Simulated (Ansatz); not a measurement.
The system is SnO2.

```
Sn O
1.0
     4.78800    0.00000    0.00000
     0.00000    4.86658    0.00000
     0.00000    0.00000    3.24090
Sn O
2 4
Cartesian
  0.0000 0.0000 0.0000
  2.3940 2.4333 1.6204
  3.3906 3.3042 0.0000
  0.9966 3.9957 1.6204
  3.7914 0.8709 1.6204
  1.3974 1.5624 0.0000
```

The cell is a database's computed one.

Base run:

```yaml
Program: Ansatz 0.2.0
Functional: revPBE
Potentials_or_basis: Ansatz PAW
Cutoff: "420 eV (not typed: the program's choice for these potentials)"
k_mesh: 5 × 5 × 6
Occupations: fermi-dirac, width 0.05 eV
Spin: no spin polarisation
```

Its results: band gap on the k mesh 0.86 eV, direct; pressure 2.3 GPa; largest force 0.061 eV/Å.

Q: The run is repeated on the same cell with these changes: functional from revPBE to BLYP. What comes out?

A: Band gap on the k mesh 0.83 eV, direct; pressure 4.6 GPa; largest force 0.077 eV/Å.

Caveats: spin-orbit coupling is left out, which moves the levels of the heavy elements; the PAW data sets come from PBE, with cores solved anew for the run's functional, which leaves a small shift of forces and pressure.
